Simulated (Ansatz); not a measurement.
Isolated molecules relaxed with PBE0-D4/def2-TZVP in Ansatz; ΔE leaves out vibrations. CCSD(T)/CBS adds triple-zeta CCSD(T) − MP2 to the extrapolated MP2 energy (def2 sets, frozen cores). DFT in def2-TZVPP. B3LYP here is the variant with VWN-RPA as its local correlation; programs differ in this. For Br outer-core shells are correlated without core-valence functions, which leaves a few kJ/mol of doubt a bond. Scalar relativity is left out up to krypton. Each species was taken in one conformer, which may not be the lowest.

Consider the formal exchange of groups at the Si–Br bond: `CN[SiH](O)Br` + `C=CCC` → `CN[SiH](C)O` + `C=CCBr`.

`CN[SiH](O)Br`:

Cartesian coordinates in Å:
```
C -0.527 1.179 -0.833
N -0.710 0.250 0.267
Si 0.484 -0.820 0.823
O 0.979 -1.828 -0.368
Br 2.379 0.170 1.443
H -0.140 2.151 -0.508
H 0.187 0.762 -1.546
H -1.467 1.340 -1.366
H -1.390 0.555 0.946
H -0.072 -1.506 2.008
H 0.277 -2.252 -0.866
```

`C=CCC`:

Cartesian coordinates in Å:
```
C 0.773 1.810 0.310
C 0.243 0.837 -0.418
C -0.706 -0.197 0.087
C -0.165 -1.613 -0.075
H 0.529 1.925 1.362
H 1.465 2.527 -0.116
H 0.519 0.755 -1.469
H -0.936 0.001 1.139
H -1.652 -0.114 -0.462
H 0.063 -1.830 -1.122
H 0.756 -1.747 0.498
H -0.890 -2.355 0.268
```

`CN[SiH](C)O`:

Cartesian coordinates in Å:
```
C 1.654 -0.670 -0.722
N 0.478 -1.107 -0.004
Si -0.935 -0.184 0.268
C -0.626 1.498 0.995
O -1.739 0.148 -1.138
H 2.491 -0.419 -0.059
H 2.002 -1.427 -1.433
H 1.420 0.225 -1.302
H 0.592 -1.971 0.499
H -1.748 -1.043 1.175
H -0.160 1.415 1.979
H 0.037 2.083 0.352
H -1.561 2.054 1.099
H -1.906 -0.602 -1.710
```

`C=CCBr`:

```xyz
9

C     1.421    0.149    0.062
C     0.259   -0.234   -0.449
C    -1.021   -0.144    0.284
Br   -2.245    1.107   -0.602
H     2.344    0.053   -0.498
H     1.489    0.572    1.059
H     0.211   -0.643   -1.454
H    -0.894    0.227    1.299
H    -1.564   -1.088    0.298
```

```tsv
level	ΔE (kJ/mol)
r2SCAN-D4	109.8
B3LYP-D4	106.0
PBE0	110.4
MP2/CBS(def2)	115.6
```

Question: What does CCSD(T)/CBS give? (An estimate is asked.)

Answer: Computed: +112.0 kJ/mol. The listed levels differ from it by -2.2, -6.0, -1.6, 3.6 kJ/mol.

Largest T1 diagnostic among the species: 0.010.

From PBE to PBE0 (25 % exact exchange), in def2-TZVPP and without D4, ΔE moves by +6.5 kJ/mol. In def2-TZVPP, CCSD(T) changes the Hartree–Fock value by −11.4 kJ/mol (the triples alone add −2.0 kJ/mol) and MP2 by −7.8 kJ/mol.

CCSD(T)/CBS has its own doubt, a few kJ/mol and more with outer-core shells, so smaller differences from it don't rank the levels.
